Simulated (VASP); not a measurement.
Set up this calculation in VASP 6.6.1, as the native input.

| Property | Result |
| --- | --- |
| Task | single point |
| Functional | PBE |
| Potentials or basis | VASP PAW PBE potentials, release 64 (Y_sv) |
| Cutoff | 520 eV |
| k mesh | 9 × 9 × 9 |
| Occupations | fermi-dirac, width 0.05 eV |
| Spin | no spin polarisation |
| Further INCAR settings | ALGO = Normal; EDIFF = 1e-07; NBANDS = 12 |

The structure of Y lies in POSCAR:

```
Y
1.0
    0.0000000000      2.5519910612      2.5519910612
    2.5519910612      0.0000000000      2.5519910612
    2.5519910612      2.5519910612      0.0000000000
Y
1
Direct
    0.0000000000      0.0000000000      0.0000000000
```

This isn't the form of Y at room conditions, which is hcp.

These files were run (other wordings do the same):

INCAR

```
PREC = Accurate
ENCUT = 520
EDIFF = 1E-7
ISMEAR = -1
SIGMA = 0.05
LREAL = F
LASPH = T
NELM = 60
ALGO = Normal
ISIF = 2
LWAVE = F
LCHARG = F
GGA = PE
NBANDS = 12
```

KPOINTS

```
regular mesh
0
Gamma
  9 9 9
```

Potentials or basis: VASP PAW PBE potentials, release 64 (Y_sv).

The run is started by

```console
$ cat potpaw_PBE.64/Y_sv/POTCAR > POTCAR
$ mpirun -np 1 vasp_std > vasp.out
```

Results of the run:

| Quantity | Value |
| --- | --- |
| Pressure | -0.9 GPa |
| Band gap on the k mesh | none (metal or under the smearing width) |

It took 9.3 s on 1 thread of Intel(R) Xeon(R) Platinum 8559C (Emerald Rapids), on a shared host, peak memory 0.17 GiB.
